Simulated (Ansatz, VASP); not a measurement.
One calculation of AlN, two programs

```
CELL_PARAMETERS angstrom
0.00000 2.20159 2.23461
2.20159 0.00000 2.23461
2.20159 2.20159 0.00000
ATOMIC_POSITIONS crystal
Al 0.00000 0.00000 0.00000
N 0.75000 0.75000 0.75000
```

Change from the starting cell: strain +0.000 along x and y, +0.015 along z, atoms carried along.

Alike in both runs: task single point; functional PBE; k mesh 10 × 10 × 10; occupations gaussian, width 0.05 eV; no spin polarisation.

```csv
,VASP,Ansatz
version,VASP 6.6.1,Ansatz 0.2.0
potentials or method,"VASP PAW PBE potentials, release 64 (Al, N)","scalar-relativistic, plane waves, PAW"
plane-wave cutoff (eV),520,420
valence electrons in the cell,8,8
```

```csv
,VASP,Ansatz,Ansatz less VASP
gap on the k mesh at the Fermi level (eV),3.25,3.26,+0.007
least direct gap on the mesh (eV),3.83,3.82,-0.008
pressure (GPa),-3.1,-2.8,+0.29
largest component of the traceless stress (GPa),1.40,1.39,-0.007
```

The functional is the same, so the differences come from potentials, cutoffs and numerics.

A k mesh can miss the band edges.
